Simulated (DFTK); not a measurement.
TaN under changes of volume

One of the cells (10.813 Å³/atom); the others are scaled copies at fixed shape and fractional positions:

```
Ta N
1.0
     0.00000    2.21132    2.21132
     2.21132    0.00000    2.21132
     2.21132    2.21132    0.00000
Ta N
1 1
Cartesian
  2.2113 2.2113 2.2113
  0.0000 0.0000 0.0000
```

The cell comes from a database or a generator and needn't be the stable form of this composition.

- Program: DFTK 0.8.2
- Functional: PBE
- Potentials or basis: dojo.nc.sr.pbe.v0_4_1.standard.upf (PBE)
- Cutoff: 1143 eV
- k mesh: 10 × 10 × 10
- Occupations: fermi-dirac, width 0.05 eV
- Spin: no spin polarisation

```csv
volume (Å³/atom),energy over the lowest point (meV/atom),pressure (GPa)
10.164,37.07,21.2
10.381,?,?
10.597,2.29,5.2
10.813,0.00,-1.6
11.030,6.40,-7.7
11.246,20.60,-13.2
11.462,41.78,-18.1
```

Question: What does the run at 10.381 Å³/atom give?

Answer: Energy over the lowest point 14.28 meV/atom; pressure 12.8 GPa.

Worked out: A Birch-Murnaghan fit of order 3 (a polynomial in V^(-2/3)) to the other rows has its minimum at 10.76 Å³/atom with B0 = V·E''(V) = 329 GPa and B' = 4.3. It gives 14.24 meV/atom at 10.381 Å³/atom, against the run's 14.28, and -dE/dV = 12.7 GPa, against 12.8.

Energies are extrapolated to zero smearing.
